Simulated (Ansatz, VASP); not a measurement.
## InP (InP(110)) in two plane-wave programs

Wanted: the spread between two codes on one cell, functional and k mesh. The structure shown is the end of the VASP relaxation below.

Main program and level: Ansatz 0.2.0; plane waves, with VASP 6.6.1 beside it; single point at PBE and band structure at PBE.

### 1. Set-up

The cell holds 18 atoms: 9 In and 9 P. Cell: a = 4.369 Å, b = 6.179 Å, c = 32.665 Å, α = 90.0°, β = 90.0°, γ = 90.0°. It derives from InP. As first built, before any earlier steps moved the atoms: 9 layers, strained by +3 % in the plane. Vacuum lies along c.

### 2. VASP: relaxation, PBE

This run makes the geometry at which the two programs are then compared.

Lines of VASP's logs that name or quote its potential files are left out, and so is its time.

INCAR reads:

```
SYSTEM = InP
PREC = Normal
ENCUT = 320
EDIFF = 1E-05
NELM = 120
ISMEAR = 0
SIGMA = 0.03
LREAL = Auto
ALGO = Fast
GGA = PE
NBANDS = 54
LORBIT = 11
LWAVE = .FALSE.
LCHARG = .FALSE.
KPAR = 2
NCORE = 2
IBRION = 2
NSW = 60
ISIF = 2
EDIFFG = -0.03
POTIM = 0.4
MAXMIX = 40
IDIPOL = 3
LDIPOL = .TRUE.
DIPOL = 0.5 0.5 0.5
```

POSCAR reads:

```
InP
1.0
    4.3690369472      0.0000000000      0.0000000000
    0.0000000000      6.1787513053      0.0000000000
    0.0000000000      0.0000000000     32.6651304844
In P
9 9
Direct
    0.0000000000      0.0000000000      0.2449094800
    0.5000000000      0.5000000000      0.3086821100
    0.0000000000      0.0000000000      0.3724547400
    0.5000000000      0.5000000000      0.4362273700
    0.0000000000      0.0000000000      0.5000000000
    0.5000000000      0.5000000000      0.5637726300
    0.0000000000      0.0000000000      0.6275452600
    0.5000000000      0.5000000000      0.6913178900
    0.0000000000      0.0000000000      0.7550905200
    0.0000000000      0.7500000000      0.3086821100
    0.5000000000      0.2500000000      0.2449094800
    0.0000000000      0.7500000000      0.4362273700
    0.5000000000      0.2500000000      0.3724547400
    0.0000000000      0.7500000000      0.5637726300
    0.5000000000      0.2500000000      0.5000000000
    0.0000000000      0.7500000000      0.6913178900
    0.5000000000      0.2500000000      0.6275452600
    0.5000000000      0.2500000000      0.7550905200
```

KPOINTS reads:

```
Automatic mesh
0
Gamma
6 4 1
0 0 0
```

Potentials, in the order of the species: In and P (PBE family, release 64).

The run is started by

```bash
> mpirun -np 4 vasp_std
```

Numbers of over 12 decimals in the logs are rounded to 6 here.

Log:

```text
[banner, memory and clock lines left out]
running    4 mpi-ranks, on    1 nodes
 distrk:  each k-point on    2 cores,    2 groups
 distr:  one band on    2 cores,    1 groups

 POSCAR found type information on POSCAR InP
 POSCAR found :  2 types and      18 ions
 LDA part: xc-table for (Slater+PW92), standard interpolation
 POSCAR, INCAR and KPOINTS ok, starting setup
 FFT: planning ... GRIDC
 FFT: planning ... GRID_SOFT
 FFT: planning ... GRID
 WAVECAR not read
 entering main loop
       N       E                     dE             d eps       ncg     rms          rms(c)
DAV:   1     0.299438551444E+03    0.29944E+03   -0.17588E+04  1304   0.667E+02
DAV:   2    -0.338442536859E+02   -0.33328E+03   -0.32154E+03  1698   0.144E+02
DAV:   3    -0.741356768177E+02   -0.40291E+02   -0.39767E+02  1600   0.512E+01
DAV:   4    -0.759687300999E+02   -0.18331E+01   -0.18258E+01  1752   0.127E+01
DAV:   5    -0.760345965092E+02   -0.65866E-01   -0.65826E-01  1706   0.227E+00    0.150E+01
RMM:   6    -0.719404858668E+02    0.40941E+01   -0.64123E+00  1296   0.513E+00    0.840E+00
RMM:   7    -0.717088003634E+02    0.23169E+00   -0.59817E+00  1296   0.473E+00    0.297E+00
RMM:   8    -0.715794918685E+02    0.12931E+00   -0.96365E-01  1296   0.253E+00    0.805E-01
RMM:   9    -0.715637079845E+02    0.15784E-01   -0.77723E-02  1354   0.955E-01    0.438E-01
RMM:  10    -0.715675303185E+02   -0.38223E-02   -0.32643E-02  1501   0.460E-01    0.335E-01
RMM:  11    -0.715702719778E+02   -0.27417E-02   -0.15927E-02  1296   0.312E-01    0.236E-01
RMM:  12    -0.715691392502E+02    0.11327E-02   -0.18293E-03  1307   0.143E-01    0.957E-02
RMM:  13    -0.715692882856E+02   -0.14904E-03   -0.93082E-04  1327   0.827E-02    0.429E-02
RMM:  14    -0.715696816150E+02   -0.39333E-03   -0.45451E-04  1325   0.562E-02    0.480E-02
RMM:  15    -0.715697589008E+02   -0.77286E-04   -0.24885E-04  1405   0.339E-02    0.274E-02
RMM:  16    -0.715697951028E+02   -0.36202E-04   -0.21555E-05   927   0.137E-02    0.221E-02
RMM:  17    -0.715699489089E+02   -0.15381E-03   -0.64250E-05  1156   0.184E-02    0.885E-03
RMM:  18    -0.715699605624E+02   -0.11654E-04   -0.16003E-05   899   0.931E-03    0.946E-03
RMM:  19    -0.715699866944E+02   -0.26132E-04   -0.81065E-06   887   0.587E-03    0.285E-03
RMM:  20    -0.715700070888E+02   -0.20394E-04   -0.91242E-06   890   0.552E-03    0.671E-03
RMM:  21    -0.715700276676E+02   -0.20579E-04   -0.54536E-06   864   0.519E-03    0.273E-03
RMM:  22    -0.715700367444E+02   -0.90769E-05   -0.98893E-07   641   0.293E-03
   1 F= -.71570037E+02 E0= -.71570028E+02  d E =-.715700E+02
[... from here on, the cycles between the ionic steps are left out ...]
   2 F= -.71981424E+02 E0= -.71981424E+02  d E =-.411388E+00
  14 F= -.72916923E+02 E0= -.72916923E+02  d E =-.349097E-02
  15 F= -.72919604E+02 E0= -.72919604E+02  d E =-.268097E-02
  16 F= -.72920624E+02 E0= -.72920624E+02  d E =-.370075E-02
  17 F= -.72922322E+02 E0= -.72922322E+02  d E =-.169750E-02
  18 F= -.72922651E+02 E0= -.72922651E+02  d E =-.202738E-02
  19 F= -.72923747E+02 E0= -.72923747E+02  d E =-.109552E-02
  20 F= -.72923789E+02 E0= -.72923789E+02  d E =-.113780E-02
  21 F= -.72925000E+02 E0= -.72925000E+02  d E =-.121100E-02
  22 F= -.72925289E+02 E0= -.72925289E+02  d E =-.149934E-02
  23 F= -.72925890E+02 E0= -.72925890E+02  d E =-.601419E-03
  24 F= -.72926331E+02 E0= -.72926331E+02  d E =-.104273E-02
 curvature:  -9.97 expect dE=-0.509E-02 dE for cont linesearch -0.131E-06
 trial: gam= 0.20953 g(F)=  0.511E-03 g(S)=  0.000E+00 ort =-0.690E-05 (trialstep = 0.172E+01)
 search vector abs. value=  0.666E-03
 bond charge predicted
       N       E                     dE             d eps       ncg     rms          rms(c)
DAV:   1    -0.729267825144E+02   -0.44790E-03   -0.22314E-02  1454   0.419E-01    0.826E-02
RMM:   2    -0.729266729169E+02    0.10960E-03   -0.16500E-03  1296   0.133E-01    0.828E-02
RMM:   3    -0.729268821656E+02   -0.20925E-03   -0.34981E-04  1298   0.643E-02    0.493E-02
RMM:   4    -0.729269245323E+02   -0.42367E-04   -0.11392E-04  1315   0.349E-02    0.374E-02
RMM:   5    -0.729269408478E+02   -0.16316E-04   -0.27637E-05   952   0.172E-02    0.298E-02
RMM:   6    -0.729269379957E+02    0.28520E-05   -0.10018E-05   881   0.994E-03
  25 F= -.72926938E+02 E0= -.72926938E+02  d E =-.606649E-03
 trial-energy change:   -0.000607  1 .order   -0.000619   -0.000877   -0.000361
 step:   2.9271(harm=  2.9271)  dis= 0.00454  next Energy=   -72.927077 (dE=-0.745E-03)
 reached required accuracy - stopping structural energy minimisation
```

Parts of OUTCAR (step 2):

```text
ion  position               nearest neighbor table
   1  0.000  0.000  0.245-  10 2.59  11 2.68  11 2.68
   2  0.500  0.500  0.309-  11 2.59  13 2.59  10 2.68  10 2.68
   3  0.000  0.000  0.372-  12 2.59  10 2.59  13 2.68  13 2.68
   4  0.500  0.500  0.436-  13 2.59  15 2.59  12 2.68  12 2.68
   5  0.000  0.000  0.500-  12 2.59  14 2.59  15 2.68  15 2.68
   6  0.500  0.500  0.564-  17 2.59  15 2.59  14 2.68  14 2.68
   7  0.000  0.000  0.628-  14 2.59  16 2.59  17 2.68  17 2.68
   8  0.500  0.500  0.691-  17 2.59  18 2.59  16 2.68  16 2.68
   9  0.000  0.000  0.755-  16 2.59  18 2.68  18 2.68
  10  0.000  0.750  0.309-   1 2.59   3 2.59   2 2.68   2 2.68
  11  0.500  0.250  0.245-   2 2.59   1 2.68   1 2.68
  12  0.000  0.750  0.436-   3 2.59   5 2.59   4 2.68   4 2.68
  13  0.500  0.250  0.372-   4 2.59   2 2.59   3 2.68   3 2.68
  14  0.000  0.750  0.564-   7 2.59   5 2.59   6 2.68   6 2.68
  15  0.500  0.250  0.500-   4 2.59   6 2.59   5 2.68   5 2.68
  16  0.000  0.750  0.691-   7 2.59   9 2.59   8 2.68   8 2.68
  17  0.500  0.250  0.628-   6 2.59   8 2.59   7 2.68   7 2.68
  18  0.500  0.250  0.755-   8 2.59   9 2.68   9 2.68

  LATTYP: Found a simple orthorhombic cell.
 ALAT       =     4.3690369472
 B/A-ratio  =     1.4142135624
 C/A-ratio  =     7.4765058934

 Subroutine GETGRP returns: Found  4 space group operations
 (whereof  4 operations were pure point group operations)

The static configuration has the point symmetry C_2v.

 Found     12 irreducible k-points:

   k-points           NKPTS =     12   k-points in BZ     NKDIM =     12   number of bands    NBANDS=     54

   dimension x,y,z NGX =    20 NGY =   28 NGZ =  144
   dimension x,y,z NGXF=    40 NGYF=   56 NGZF=  288

   ENCUT  =  320.0 eV  23.52 Ry    4.85 a.u.   6.37  9.01 47.64*2*pi/ulx,y,z

   NELECT =      72.0000    total number of electrons

 k-points in reciprocal lattice and weights: Automatic mesh
   0.00000000  0.00000000  0.00000000       0.042
   0.16666667  0.00000000  0.00000000       0.083
   0.33333333  0.00000000  0.00000000       0.083
   0.50000000  0.00000000  0.00000000       0.042
   0.00000000  0.25000000  0.00000000       0.083
   0.16666667  0.25000000  0.00000000       0.167
   0.33333333  0.25000000  0.00000000       0.167
   0.50000000  0.25000000  0.00000000       0.083
   0.00000000  0.50000000  0.00000000       0.042
   0.16666667  0.50000000  0.00000000       0.083
   0.33333333  0.50000000  0.00000000       0.083
   0.50000000  0.50000000  0.00000000       0.042

 dipolmoment           0.000000      0.000000     -0.000000 electrons x Angstroem

 average (electrostatic) potential at core
       1 -42.8182       2 -42.5811       3 -42.6556       4 -42.6324       5 -42.6419
       6 -42.6324       7 -42.6556       8 -42.5811       9 -42.8182      10 -88.4406
      11 -88.1311      12 -88.4204      13 -88.3757      14 -88.4204      15 -88.4025
      16 -88.4406      17 -88.3757      18 -88.1311

 E-fermi :  -0.4867

 k-point     1 :       0.0000    0.0000    0.0000
  band No.  band energies     occupation
    ...
     32      -0.9113      2.00000
     33      -0.7615      2.00000
     34      -0.7578      2.00000
     35      -0.6903      2.00000
     36      -0.6315      2.00000
     37       0.0266      0.00000
     38       0.6281      0.00000
     39       1.0688      0.00000
     40       1.2421      0.00000
     41       1.2693      0.00000
    ...

 k-point     2 :       0.1667    0.0000    0.0000
  band No.  band energies     occupation
    ...
     32      -1.4719      2.00000
     33      -1.2587      2.00000
     34      -1.1612      2.00000
     35      -0.9442      2.00000
     36      -0.6876      2.00000
     37       1.0773      0.00000
     38       1.4320      0.00000
     39       1.7365      0.00000
     40       1.8394      0.00000
     41       1.9034      0.00000
    ...

 k-point     3 :       0.3333    0.0000    0.0000
  band No.  band energies     occupation
    ...
     32      -1.8254      2.00000
     33      -1.7544      2.00000
     34      -1.4342      2.00000
     35      -1.1381      2.00000
     36      -0.8788      2.00000
     37       1.1654      0.00000
     38       1.2401      0.00000
     39       1.7140      0.00000
     40       1.8468      0.00000
     41       1.9466      0.00000
    ...

  Total      -13.0716152     -8.1373774     -0.3203332      0.0000000      0.0000000      0.0000000
  in kB      -23.7502950    -14.7850982     -0.5820251      0.0000000      0.0000000      0.0000000
  external PRESSURE =     -13.0391394 kB  Pullay stress =       0.0000000 kB

  energy-cutoff  :      320.00
  volume of cell :      881.80
      direct lattice vectors                 reciprocal lattice vectors
     4.369036947  0.000000000  0.000000000     0.228883393  0.000000000  0.000000000
     0.000000000  6.178751305  0.000000000     0.000000000  0.161844999  0.000000000
     0.000000000  0.000000000 32.665130484     0.000000000  0.000000000  0.030613685

 POSITION                                       TOTAL-FORCE (eV/Angst)
 -----------------------------------------------------------------------------------
      4.36904      0.37769      8.47536        -0.000000     -0.005568      0.000755
      2.18452      3.04017      9.98909        -0.000000     -0.014150      0.012070
      0.00000      6.13880     12.18799        -0.000000     -0.000439      0.000807
      2.18452      3.04239     14.23219        -0.000000      0.007420     -0.008075
      4.36904      6.15088     16.33257        -0.000000     -0.008694      0.000000
      2.18452      3.04239     18.43294        -0.000000      0.007420      0.008075
      0.00000      6.13880     20.47714        -0.000000     -0.000439     -0.000807
      2.18452      3.04017     22.67604        -0.000000     -0.014150     -0.012070
      4.36904      0.37769     24.18977         0.000000     -0.005568     -0.000755
      0.00000      4.53554     10.08470        -0.000000     -0.001165      0.002574
      2.18452      1.59782      7.80964         0.000000      0.023847      0.003571
      0.00000      4.55411     14.25706        -0.000000     -0.010432     -0.015094
      2.18452      1.47907     12.13375        -0.000000      0.000199      0.008943
      0.00000      4.55411     18.40807        -0.000000     -0.010432      0.015094
      2.18452      1.47137     16.33257        -0.000000      0.009272      0.000000
      0.00000      4.53554     22.58043         0.000000     -0.001165     -0.002574
      2.18452      1.47907     20.53138        -0.000000      0.000199     -0.008943
      2.18452      1.59782     24.85549         0.000000      0.023847     -0.003571
 -----------------------------------------------------------------------------------
    total drift:                                0.000000     -0.008368     -0.000008

  FREE ENERGIE OF THE ION-ELECTRON SYSTEM (eV)
  ---------------------------------------------------
  free  energy   TOTEN  =       -72.9269379957 eV

  energy  without entropy=      -72.9269379957  energy(sigma->0) =      -72.92693800

 reached required accuracy - stopping structural energy minimisation

 vacuum level on the upper side and lower side of the slab         4.626         4.626

 total charge
# of ion       s       p       d       tot
------------------------------------------
    1        1.252   1.132   0.156   2.541
    2        1.174   1.275   0.195   2.645
    3        1.175   1.273   0.190   2.638
    4        1.176   1.271   0.192   2.639
    5        1.175   1.279   0.195   2.649
    6        1.176   1.271   0.192   2.639
    7        1.175   1.273   0.190   2.638
    8        1.174   1.275   0.195   2.645
    9        1.252   1.132   0.156   2.541
   10        1.046   1.434   0.000   2.480
   11        1.083   1.366   0.000   2.450
   12        1.043   1.436   0.000   2.480
   13        1.045   1.430   0.000   2.475
   14        1.043   1.436   0.000   2.480
   15        1.043   1.436   0.000   2.480
   16        1.046   1.434   0.000   2.480
   17        1.045   1.430   0.000   2.475
   18        1.083   1.366   0.000   2.450
--------------------------------------------------
tot         20.208  23.952   1.663  45.822

[... 3 further parts left out ...]
```

The data set In keeps the semicore shell frozen, which is cheaper and a little less accurate. The run keeps the 4 symmetry operations of its start, so it cannot find a distortion of lower symmetry.

(Part 1 of 3 ends here.)

[Lines on the potential files, build, host, timing and source positions are cut from VASP's logs without a mark.]

[Logs are printed without paths, hosts, clocks, repeated set-up lines and the standing remarks that a program may print on its own settings, such as how far it seeks lower states.]

[Hosts, paths, dates, database ids (printed as entryN), source tags and the programs' standing remarks are cut or masked in the printed files.]
